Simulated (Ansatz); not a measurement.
The system is Ru.

```
Ru
1.0
     2.70580    0.00000    0.00000
    -1.35290    2.34329    0.00000
     0.00000    0.00000    4.28190
Ru
2
Direct
  0.66667 0.33333 0.75000
  0.33333 0.66667 0.25000
```

| Property | Result |
| --- | --- |
| Program | Ansatz 0.2.0 |
| Task | relaxation of cell and atoms |
| Functional | revPBE |
| Potentials or basis | Ansatz PAW |
| Cutoff | 420 eV (not typed: the program's choice for these potentials) |
| k mesh | 11 × 11 × 6 |
| Occupations | fermi-dirac, width 0.05 eV |
| Spin | no spin polarisation |

At the start: volume 13.57 Å³/atom.

Question: How do energy, volume and symmetry change on relaxing?

Answer: It ends after 5 steps and the volume is 13.91 Å³/atom (+2.5 %); space group P6_3/mmc (No. 194, to 0.05 Å).

Step by step:
```tsv
step	energy change (eV)	largest force (eV/Å)	volume (Å³)
1	0.0000	0.0000	27.15
2	0.0004	0.0000	28.52
3	-0.0155	0.0000	27.86
4	-0.0156	0.0000	27.82
5	-0.0159	0.0000	27.82
```

Final structure:
```yaml
crystal:
  lattice:
    - [2.72892, 0.00000, 0.00000]
    - [-1.36446, 2.36332, 0.00000]
    - [0.00000, 0.00000, 4.31387]
  atoms:
    - { symbol: Ru, position: [0.66667, 0.33333, 0.75000] }
    - { symbol: Ru, position: [0.33333, 0.66667, 0.25000] }
```

Caveat: the plane-wave basis is chosen anew once the cell has moved, so the energies of steps on either side of that aren't comparable; the PAW data sets come from PBE, with cores solved anew for the run's functional, which leaves a small shift of forces and pressure.
